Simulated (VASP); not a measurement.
Write the native input for VASP 6.6.1 that does the following.

```
Task                               : single point
Functional                         : PBE0
Potentials or basis                : VASP PAW PBE potentials, release 64 (S_h, Ga_h, H_h)
Cutoff                             : 900 eV
k mesh                             : 1 × 1 × 1
Occupations                        : gaussian, width 0.01 eV
Spin                               : no spin polarisation
Grid for exact exchange (PRECFOCK) : Normal
Exchange at q = 0                  : truncated
Further INCAR settings             : ALGO = Normal; EDIFF = 1e-06; NBANDS = 19
```

Molecule: SGaH3, in a box.

```
S Ga H
1.0
    12.00000    0.00000    0.00000
     0.00000   12.00000    0.00000
     0.00000    0.00000   12.00000
S Ga H
1 1 3
Direct
  0.52297 0.37776 0.55922
  0.49228 0.53497 0.47024
  0.62504 0.40650 0.59497
  0.37712 0.54325 0.41070
  0.58535 0.62574 0.47237
```

The input as run:

POSCAR

```
GaH3S
1.0
   12.0000000000      0.0000000000      0.0000000000
    0.0000000000     12.0000000000      0.0000000000
    0.0000000000      0.0000000000     12.0000000000
S Ga H
1 1 3
Cartesian
    6.2757000000      4.5331500000      6.7107000000
    5.9073999600      6.4196499600      5.6429000400
    7.5005000400      4.8780500400      7.1396000400
    4.5255000000      6.5189499600      4.9284000000
    7.0242000000      7.5088500000      5.6685000000
```

INCAR.step1

```
PREC     = Accurate       # precision mode
ENCUT    = 900            # plane-wave cutoff, eV
EDIFF    = 1E-5           # SCF threshold, eV
ISMEAR   = 0              # smearing method
SIGMA    = 0.01           # smearing width, eV
LREAL    = F              # projectors in reciprocal space
LASPH    = T              # aspherical terms in the spheres
NELM     = 80             # most SCF steps
ALGO     = Normal         # electronic algorithm
ISIF     = 2              # what is computed and relaxed
LWAVE    = T              # write WAVECAR
LCHARG   = F              # write CHGCAR
NBANDS   = 19             # bands
GGA      = PE             # functional
```

INCAR.step2

```
PREC     = Accurate       # precision mode
ENCUT    = 900            # plane-wave cutoff, eV
EDIFF    = 1E-6           # SCF threshold, eV
ISMEAR   = 0              # smearing method
SIGMA    = 0.01           # smearing width, eV
LREAL    = F              # projectors in reciprocal space
LASPH    = T              # aspherical terms in the spheres
NELM     = 80             # most SCF steps
ALGO     = Normal         # electronic algorithm
ISIF     = 2              # what is computed and relaxed
LWAVE    = F              # write WAVECAR
LCHARG   = F              # write CHGCAR
GGA      = PE             # functional
LHFCALC  = T              # exact exchange
AEXX     = 0.25           # exact-exchange fraction
PRECFOCK = Normal       
HFRCUT   = -1           
NBANDS   = 19             # bands
ISTART   = 1
```

KPOINTS

```
Automatic mesh
0
Gamma
  1 1 1
```

Potentials or basis: VASP PAW PBE potentials, release 64 (S_h, Ga_h, H_h).

Run with:

```sh
$ cat potpaw_PBE.64/S_h/POTCAR potpaw_PBE.64/Ga_h/POTCAR potpaw_PBE.64/H_h/POTCAR > POTCAR
$ cp INCAR.step1 INCAR
$ mpirun -np 1 vasp_gam > vasp.out
$ cp INCAR.step2 INCAR
$ mpirun -np 1 vasp_gam > vasp.out
```

Results of the run:

The largest force is 0.215 eV/Å and the gap between the frontier levels is 6.19 eV.

Caveat: the PAW data sets were made with another functional, which shifts forces and pressure a little.

Wall time 16 min on 1 thread of Intel(R) Xeon(R) Platinum 8259CL CPU @ 2.50GHz (Skylake/Cascade Lake), on a shared host, peak memory 2.5 GiB.
